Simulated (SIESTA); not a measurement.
CoO:

```
Co O
1.0
     0.00000    2.13150    2.13150
     2.13150    0.00000    2.13150
     2.13150    2.13150    0.00000
Co O
1 1
Direct
  0.00000 0.00000 0.00000
  0.50000 0.50000 0.50000
```

| Item | Value |
| --- | --- |
| Program | SIESTA 5.4.2 |
| Task | single point |
| Functional | PBE |
| Potentials or basis | PseudoDojo 0.4 standard (PBE files) |
| Basis | DZP (energy shift 0.003 Ry; two zetas on semicore shells) |
| Grid cutoff | 800 Ry |
| Energy shift | 0.003 Ry |
| k mesh | 11 × 11 × 11 |
| Occupations | fermi-dirac, width 0.05 eV |
| Spin | collinear spin, ferromagnetic start |
| Starting moments | [2.0, 0.0] μB |

On this cell: pressure -0.7 GPa; largest force zero by symmetry; net moment 2.98 μB per cell; site moments Co +2.62; O +0.36 μB; band gap on the k mesh none (metal or under the smearing width).

The same run follows on a disturbed copy (atoms moved at random, drawn with an rms of 0.05 Å):

```xyz
2
Lattice="0.0000 2.1315 2.1315 2.1315 0.0000 2.1315 2.1315 2.1315 0.0000" Properties=species:S:1:pos:R:3 pbc="T T T"
Co    0.0498    0.0164    0.0019
O     2.1581    2.1154    2.1619
```

What does the disturbed cell give?

The energy (extrapolated to zero smearing) moves by +0.8 meV/atom; pressure -0.6 GPa; largest force 0.071 eV/Å; net moment 2.99 μB per cell; site moments Co +2.62; O +0.37 μB; band gap on the k mesh none (metal or under the smearing width).

Forces in eV/Å, atoms in the order of the input:
```
Co  -0.033 -0.048  0.041
O    0.033  0.047 -0.041
```

Stress tensor (GPa, compression positive):
```
-0.69 -0.06  0.08
-0.06 -0.55  0.10
 0.08  0.10 -0.60
```

Caveats: short orbitals over semicore shells can move pressures by several GPa; the basis of atomic orbitals isn't converged, which shifts pressures, moduli and gaps; a cell with one magnetic atom can't hold antiferromagnetic order, which such compounds often take; semilocal functionals often make such compounds metallic where correlation or magnetic order opens a gap, which also shifts bond lengths.
